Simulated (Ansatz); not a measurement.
# Mercury, simple cubic under PBE: from relaxation to bulk modulus

Aim: take mercury in the simple cubic structure, relax it, solve it on a dense k-mesh, switch on spin-orbit coupling, then scale the cell to 7 volumes from 88 to 112 % of the relaxed one and try a fit of the equation of state. The k-meshes are 11×11×11 for the relaxation; 17×17×17 for the dense run; 10×10×10 for spin-orbit coupling; 11×11×11 for the volumes.

Method: DFT PBE, plane waves (420 eV) with PAW, scalar-relativistic, in Ansatz 0.2.0.

## (1) The structure to begin with

It takes space group Pm-3m (No. 221, cubic). Conventional cell: a = 2.921 Å, b = 2.921 Å, c = 2.921 Å, α = 90.00°, β = 90.00°, γ = 90.00°. Around Hg (site symmetry m-3m) lie 6 Hg at 2.92 Å.

Structure file:

```cif
data_structure
_symmetry_space_group_name_H-M 'Pm-3m'
_symmetry_Int_Tables_number 221
_cell_length_a 2.9208
_cell_length_b 2.9208
_cell_length_c 2.9208
_cell_angle_alpha 90.000
_cell_angle_beta 90.000
_cell_angle_gamma 90.000
_cell_volume 24.92
loop_
_atom_site_label
_atom_site_type_symbol
_atom_site_symmetry_multiplicity
_atom_site_Wyckoff_symbol
_atom_site_fract_x
_atom_site_fract_y
_atom_site_fract_z
_atom_site_occupancy
Hg1 Hg 1 a 0.00000 0.00000 0.00000 1
```

## (2) Relaxation of the cell

File input.yaml:

```yaml
crystal:
  lattice:
    - [2.9208326038, 0.0, 0.0]
    - [0.0, 2.9208326038, 0.0]
    - [0.0, 0.0, 2.9208326038]
  atoms:
    - { symbol: Hg, position: [0.0, 0.0, 0.0] }
hamiltonian:
  xc: pbe
  pseudopotentials:
    kind: paw
    azcp:
      Hg: "pseudopotentials/Hg.paw.azcp"
basis:
  ecutwfc: 420
  fft_grid_basis: typed
kpoints:
  mp_grid: { grid: [11, 11, 11], shift: [0, 0, 0] }
magnetization:
  spin_polarized: false
scf:
  occupations: { method: fermi_dirac, width: 0.1 }
relax:
  max_steps: 60
  f_tol: 0.01
  cell: {}
```

The runs that follow: Single point on a dense mesh; A two-component run at the same geometry; At 88 % of the relaxed volume; At 92 % of the relaxed volume; At 96 % of the relaxed volume; At 100 % of the relaxed volume; At 104 % of the relaxed volume; At 108 % of the relaxed volume; At 112 % of the relaxed volume.

What does the calculation give? Wanted: space group; conventional cell; volume; shortest distance; gap on the mesh; relative to alpha-Hg; V₀, B₀, B₀′.

The runs gave:

```
                           quantity                          value
     space group (spins left aside)                Pm-3m (No. 221)
                  conventional cell                    a = 3.094 Å
                             volume                 29.629 Å³/atom
                  shortest distance                        3.094 Å
                    gap on the mesh   none (levels filled in part)
relative to alpha-Hg (rhombohedral)                    -1 meV/atom
                        V₀, B₀, B₀′  29.685 Å³/atom, 14.4 GPa, 9.9
```

**Reading.** From the guessed start the volume grew by 18.9 % in 5 steps. It lies 1 meV/atom below the element's reference form at the same level (alpha-Hg (rhombohedral), from a run of its own), within what mesh and smearing can decide. No gap shows: it is a metal or semimetal at this level. The total energy of the spin-orbit run lies -40.6 eV/atom from the scalar one, but the two kinds of run don't share a zero of energy: only differences within one kind count. B₀ comes out at 14.4 GPa, a soft solid. The symmetry was held, so the structure may be unstable against distortions that break it.
